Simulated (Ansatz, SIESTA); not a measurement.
Given: the input of a run of Ansatz 0.2.0 on Bi2Se3 (Paraguanajuatite). 

input.yaml

```yaml
crystal:
  lattice:
    - [2.0715, 1.1959810826, 9.5453333333]
    - [-2.0715, 1.1959810826, 9.5453333333]
    - [0.0, -2.3919621653, 9.5453333333]
  atoms:
    - { symbol: Bi, position: [0.5992, 0.5992, 0.5992] }
    - { symbol: Bi, position: [0.4008, 0.4008, 0.4008] }
    - { symbol: Se, position: [0.7883, 0.7883, 0.7883] }
    - { symbol: Se, position: [0.2117, 0.2117, 0.2117] }
    - { symbol: Se, position: [0.0, 0.0, 0.0] }
hamiltonian:
  xc: pbesol
  pseudopotentials: { kind: paw }
kpoints:
  mp_grid: { grid: [8, 8, 8] }
scf:
  occupations: { method: fermi_dirac, width: 0.05 }
output:
  forces: true
  stress: true
  eigenvalues: true
  write_density: true
  write_potential: true
  elf: true
  volumetric_format: npy
```

Potentials or basis: Ansatz PAW.

Run with:

```sh
$ ansatz run input.yaml --threads 1 --pin off --max-ram 3584MiB --backend cpu --events-out ev --progress --plain --runs-dir out
```

**Question.** Set up the same calculation for SIESTA 5.4.2. Potentials or basis there: files PseudoDojo sr-pbesol-0.4.1-standard, DZP (energy shift 0.003 Ry; two zetas on semicore shells).

**Answer.** As run (cutoffs and basis follow the program's own potentials, and thresholds, step limits or extra output files can differ):

The input Bi2Se3.fdf:

```
SystemName                      Paraguanajuatite
SystemLabel                     Bi2Se3
NumberOfSpecies                 2
NumberOfAtoms                   5
%block ChemicalSpeciesLabel
  1  83 Bi
  2  34 Se
%endblock ChemicalSpeciesLabel

LatticeConstant                 1.0 Ang
%block LatticeVectors
     2.0715000000     1.1959810826     9.5453333333
    -2.0715000000     1.1959810826     9.5453333333
     0.0000000000    -2.3919621653     9.5453333333
%endblock LatticeVectors
AtomicCoordinatesFormat         Fractional
%block AtomicCoordinatesAndAtomicSpecies
     0.5992000000     0.5992000000     0.5992000000  1  Bi
     0.4008000000     0.4008000000     0.4008000000  1  Bi
     0.7883000000     0.7883000000     0.7883000000  2  Se
     0.2117000000     0.2117000000     0.2117000000  2  Se
     0.0000000000     0.0000000000     0.0000000000  2  Se
%endblock AtomicCoordinatesAndAtomicSpecies

%block kgrid.MonkhorstPack
    8   0   0  0.0
    0   8   0  0.0
    0   0   8  0.0
%endblock kgrid.MonkhorstPack
XC.Functional                   GGA
XC.Authors                      PBEsol
PAO.BasisSize                   DZP
PAO.EnergyShift                 0.003 Ry
Mesh.Cutoff                     500 Ry
OccupationFunction              FD
ElectronicTemperature           0.05 eV
MaxSCFIterations                120
SCF.MustConverge                false
SCF.Mixer.Method                Pulay
SCF.Mixer.Weight                0.25
SCF.Mixer.History               8
SCF.DM.Tolerance                5.0e-05
SCF.H.Tolerance                 1.0e-03 eV
WriteForces                     true
Charge.Mulliken                 end
%block PAO.Basis
  Bi 4
  n=6 0 2
    5.772 0.000
  n=6 1 2
    8.065 0.000
  n=5 2 2
    3.889 0.000
  n=6 2 1
    8.065
  Se 4
  n=4 0 2
    5.129 0.000
  n=4 1 2
    6.708 0.000
  n=3 2 2
    2.662 0.000
  n=4 2 1
    6.708
%endblock PAO.Basis
```

Potentials or basis: PseudoDojo 0.4 standard (PBEsol files), converted to PSML, two zetas on semicore shells, DZP (energy shift 0.003 Ry; two zetas on semicore shells).

Command:

```console
$ siesta Bi2Se3.fdf > Bi2Se3.out 2>&1
```

Both were run:

|  | Ansatz | SIESTA |
| --- | --- | --- |
| Pressure | -0.3 GPa | 1.4 GPa |

Ansatz's pressure holds a Pulay term of +0.02 GPa for its cutoff of 420 eV, which the other run lacks.

Ansatz's potentials were made for PBE.

Where Ansatz's input types no cutoff or centring, it takes its own default and a Γ-centred mesh.

Pressure is positive in compression.
